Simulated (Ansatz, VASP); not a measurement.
## Cu in VASP and in Ansatz

The input INCAR:

```
SYSTEM = Cu
  PREC = Accurate
  ENCUT = 520
  EDIFF = 1E-6
  ISMEAR = 0
  SIGMA = 0.15
  LREAL = .FALSE.
  LASPH = .TRUE.
  NELM = 80
  ALGO = Fast
  ISIF = 2
  LWAVE = .FALSE.
  LCHARG = .TRUE.
  GGA = PS
  LELF = .TRUE.
  LVHAR = .TRUE.
  NBANDS = 18
```

Contents of KPOINTS:

```
Automatic mesh
0
G
  24 24 12
  0 0 0
```

Contents of POSCAR:

```
Cu
1.0
    2.5340966698      0.0000000000      0.0000000000
   -1.2670483349      2.1945920917      0.0000000000
    0.0000000000      0.0000000000      4.0508824350
Cu
2
Direct
    0.3333333333      0.6666666667      0.2500000000
    0.6666666667      0.3333333333      0.7500000000
```

Input for Ansatz:

```yaml
crystal:
  lattice:
    - [2.5340966698, 0.0, 0.0]
    - [-1.2670483349, 2.1945920917, 0.0]
    - [0.0, 0.0, 4.050882435]
  atoms:
    - { symbol: Cu, position: [0.3333333333, 0.6666666667, 0.25] }
    - { symbol: Cu, position: [0.6666666667, 0.3333333333, 0.75] }
basis:
  ecutwfc: 420
kpoints:
  mp_grid: { grid: [24, 24, 12] }
hamiltonian:
  xc: pbesol
scf:
  occupations: { method: gaussian, width: 0.15 }
output:
  forces: true
  stress: true
  eigenvalues: true
```

Change from the starting cell: strain -0.0150 x Voigt [0, 0, 1, 0, 0, 0], atoms carried along.

Alike in both runs: task single point; functional PBEsol; k mesh 24 × 24 × 12; occupations gaussian, width 0.15 eV; no spin polarisation.

|  | VASP | Ansatz |
| --- | --- | --- |
| version | VASP 6.6.1 | Ansatz 0.2.0 |
| potentials or method | VASP PAW PBE potentials, release 64 (Cu) | scalar-relativistic, plane waves, PAW |
| plane-wave cutoff (eV) | 520 | 420 |
| valence electrons in the cell | 22 | 38 |

```csv
,VASP,Ansatz,Ansatz less VASP
gap on the k mesh at the Fermi level (eV),none,none,-
pressure (GPa),1.8,1.0,-0.76
largest component of the traceless stress (GPa),3.35,3.37,+0.020
```

A gap of «none» marks a metal or a gap that the smearing closes. The two sets of potentials don't hold the same shells in valence.

Caveats: the PAW data sets were made with another functional, which shifts forces and pressure a little (VASP).
